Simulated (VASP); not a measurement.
## VASP 6.6.1 run: BaTiO3

INCAR

```
NELECT = 40.1
LASPH = .TRUE.
GGA = PE
NSW = 0
ISMEAR = -1
NBANDS = 28
ENCUT = 520
LCHARG = .FALSE.
SIGMA = 0.02
LWAVE = .FALSE.
LREAL = .TRUE.
PREC = Accurate
EDIFF = 1E-7
ISIF = 2
IBRION = -1
NELM = 86
```

KPOINTS

```
KPOINTS created by Atomic Simulation Environment
0
Gamma
6 6 6
0 0 0
```

POSCAR

```
Ba Ti O
 1.0000000000000000
     3.8343326595999998    0.0000000000000000    0.0000000000000000
     0.0000000000000000    3.8343326595999998    0.0000000000000000
     0.0000000000000000    0.0000000000000000    3.8343326595999998
 Ba  Ti  O
   1   1   3
Cartesian
  0.0000000000000000  0.0000000000000000  0.0000000000000000
  1.9171663297999999  1.9171663297999999  1.9171663297999999
  1.9171663297999999  1.9171663297999999  0.0000000000000000
  1.9171663297999999  0.0000000000000000  1.9171663297999999
  0.0000000000000000  1.9171663297999999  1.9171663297999999
```

The recommended PBE PAW datasets give the neutral cell 40 valence electrons.

Command

```
mpirun -np 1 vasp_std
```

Problem. How does this run end, and what does it give?

Solution. It converged. Results: pressure 11.8 GPa.

OSZICAR

```
N       E                     dE             d eps       ncg     rms          rms(c)
DAV:   1     0.437372318504E+03    0.43737E+03   -0.21313E+04  1120   0.159E+03
DAV:   2    -0.601673193213E+01   -0.44339E+03   -0.42367E+03  1272   0.435E+02
DAV:   3    -0.467008623697E+02   -0.40684E+02   -0.40340E+02  1560   0.132E+02
DAV:   4    -0.487362335551E+02   -0.20354E+01   -0.20316E+01  1636   0.247E+01
DAV:   5    -0.487838358889E+02   -0.47602E-01   -0.47587E-01  1496   0.324E+00    0.266E+01
DAV:   6    -0.384679390627E+02    0.10316E+02   -0.51722E+01  1512   0.712E+01    0.103E+01
DAV:   7    -0.385792122046E+02   -0.11127E+00   -0.70864E+00  1440   0.202E+01    0.801E+00
DAV:   8    -0.385363393803E+02    0.42873E-01   -0.68769E-01  1400   0.826E+00    0.233E+00
DAV:   9    -0.385514413848E+02   -0.15102E-01   -0.15474E-01  1416   0.292E+00    0.819E-01
DAV:  10    -0.385475340944E+02    0.39073E-02   -0.66865E-02  1444   0.191E+00    0.524E-01
DAV:  11    -0.385452749402E+02    0.22592E-02   -0.18001E-02  1628   0.108E+00    0.173E-01
DAV:  12    -0.385448770635E+02    0.39788E-03   -0.17285E-03  1388   0.421E-01    0.386E-02
DAV:  13    -0.385449159437E+02   -0.38880E-04   -0.47784E-04  1540   0.179E-01    0.394E-02
DAV:  14    -0.385448902282E+02    0.25715E-04   -0.93957E-05  1472   0.723E-02    0.116E-02
DAV:  15    -0.385448893954E+02    0.83289E-06   -0.99535E-06  1376   0.188E-02    0.822E-03
DAV:  16    -0.385448892594E+02    0.13595E-06   -0.10078E-06  1492   0.836E-03    0.735E-03
DAV:  17    -0.385448891676E+02    0.91851E-07   -0.38036E-07  1096   0.544E-03
   1 F= -.38544889E+02 E0= -.38544505E+02  d E =-.768115E-03
```

The cell is charged and sits in a uniform background.

For comparison, a separate PBE run of the intended cell, on usual settings and not on those above, gives a gap of 1.98 eV on its mesh and a pressure of 34.5 GPa.
